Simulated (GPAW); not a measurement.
Here is a GPAW 26.7.0 calculation.

File run.py:

```python
import numpy as np
from ase.io import read
from ase.units import Bohr, Ha
from gpaw import GPAW, PW
from gpaw.hybrids.energy import non_self_consistent_energy
from gpaw.xc.rpa import RPACorrelation

atoms = read('ZrB2.xyz')

for x in [1.0]:
    ecuts = np.array([160.0, 200.0, 250])
    a = atoms.copy()
    a.set_cell(atoms.cell * x**(1 / 3), scale_atoms=True)
    calc = GPAW(mode=PW(650),
                xc='PBE',
                kpts={'size': (4, 4, 3), 'gamma': True},
                occupations={'name': 'fermi-dirac', 'width': 0.05},
                setups={'Zr': ':d,3.0'},
                nbands=20,
                convergence={'density': 1e-06},
                maxiter=150,
                txt=f'gs-{x:.2f}.txt')
    a.calc = calc
    dft = a.get_potential_energy(force_consistent=True)
    calc.write(f'gs-{x:.2f}.gpw')
    exx = non_self_consistent_energy(calc, 'EXX').sum()
    calc.diagonalize_full_hamiltonian(nbands=int(a.get_volume() / Bohr**3 * (ecuts[-1] / Ha)**1.5 * 2**0.5 / 3 / np.pi**2) + 30)
    calc.write(f'full-{x:.2f}.gpw', mode='all')
    ec = RPACorrelation(f'full-{x:.2f}.gpw', ecut=ecuts, nfrequencies=16, skip_gamma=True, frequency_scale=2.5, txt=f'rpa-{x:.2f}.txt').calculate()
    slope, ec_inf = np.polyfit(ecuts**-1.5, ec, 1)
    print(f'V = {a.get_volume():.4f} A^3: DFT {dft:.5f}, EXX {exx:.5f}, correlation', *ec.round(5), f'extrapolated {ec_inf:.5f}, total {exx + ec_inf:.5f} eV', flush=True)
```

Contents of ZrB2.xyz:

```xyz
3
Lattice="3.1700000000 0.0000000000 0.0000000000 -1.5850000000 2.7453005300 0.0000000000 0.0000000000 0.0000000000 3.5330000000" Properties=species:S:1:pos:R:3 pbc="T T T"
Zr     0.0000000000      0.0000000000      0.0000000000
B      1.5850000002      0.9151001766      1.7665000000
B     -0.0000000002      1.8302003534      1.7665000000
```

Potentials or basis: GPAW PAW data sets (gpaw-data 1.2.1), pw.

Command:

```console
$ OMP_NUM_THREADS=1 python run.py
```

(1) What does it give for the band gap on the k mesh, mean-field level?

Results:

(1) none (metal or under the smearing width).

Caveat: the k mesh is coarse (spacing up to 0.59 Å⁻¹), so the values aren't converged; the response cutoff is short for absolute correlation energies; response on these states lacks terms of the Hamiltonian; RPA of a metal hangs on this mesh; U without spin polarisation on a metal has little footing; the U is typed as a test and isn't derived for this compound.
